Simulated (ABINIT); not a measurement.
Input of an ABINIT 10.8.3 (patched build) run:

File run.abi:

```
pp_dirpath "./"
pseudos "Si_ONCV_PBE-1.2.upf"

acell 3.7883528088 3.7883528088 6.5616195418 Angstrom
rprim
     0.0000000000    -0.7071067812    -0.7071067812
    -0.7071067812     0.0000000000    -0.7071067812
     0.4082482905     0.4082482905    -0.8164965809
ntypat 1
znucl 14
natom 4
typat 1 1 1 1
xred
     0.7180082100     0.8146584400     0.7126390900
     0.2180082100     0.3146584400     0.2126390900
     0.3430082100     0.4396584400     0.8376390900
     0.9709753700     0.6810246800     0.4870827400
chkprim 0
chksymtnons 0
tolsym 1.0e-6

ecut 22.0

kptopt 1
ngkpt 6 6 4
nshiftk 1
shiftk 0.0 0.0 0.0

ixc -497498
usekden 1

nband 12
occopt 3
tsmear 0.00183747

nstep 100
tolvrs 1.0e-9

iomode 3
prtwf 0
prtden 0
prteig 0
prtebands 0
enunit 1
```

Potentials or basis: SG15 NC PBE v1.2.

Command:

```bash
$ abinit run.abi > log 2>&1
```

Q: Predict the pressure.

A: 35.4 GPa.

Q: What does it give for the band gap on the k mesh?

A: None (metal or under the smearing width).

Q: Estimate the largest force.

A: 32.424 eV/Å.

Stress tensor (GPa, compression positive):
```
  2.10  13.15  -9.37
 13.15  69.94 -48.89
 -9.37 -48.89  34.24
```

Caveat: the potentials were made for another functional, which shifts forces and pressure.
